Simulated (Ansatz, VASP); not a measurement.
One calculation of Al, two programs

```xyz
1
Lattice="0.0000 2.1507 1.9117 2.1507 0.0000 1.9117 2.1507 2.1507 0.0000" Properties=species:S:1:pos:R:3 pbc="T T T"
Al    0.0000    0.0000    0.0000
```

Change from the starting cell: strain +0.080 along x and y, -0.040 along z, atoms carried along.

Alike in both runs: task single point; functional PBE; dispersion D3(BJ); k mesh 26 × 26 × 26; occupations gaussian, width 0.15 eV; no spin polarisation.

```csv
,VASP,Ansatz
version,VASP 6.6.1,Ansatz 0.2.0
potentials or method,"VASP PAW PBE potentials, release 64 (Al)","scalar-relativistic, plane waves, PAW"
plane-wave cutoff (eV),520,420
valence electrons in the cell,3,3
```

```tsv
	VASP	Ansatz	Ansatz less VASP
gap on the k mesh at the Fermi level (eV)	none	none	-
pressure (GPa)	-6.9	-6.9	+0.03
largest component of the traceless stress (GPa)	2.94	2.94	0.000
```

A gap of «none» marks a metal or a gap that the smearing closes.

Caveats: pairwise dispersion overbinds metals, which lowers pressure and volume.
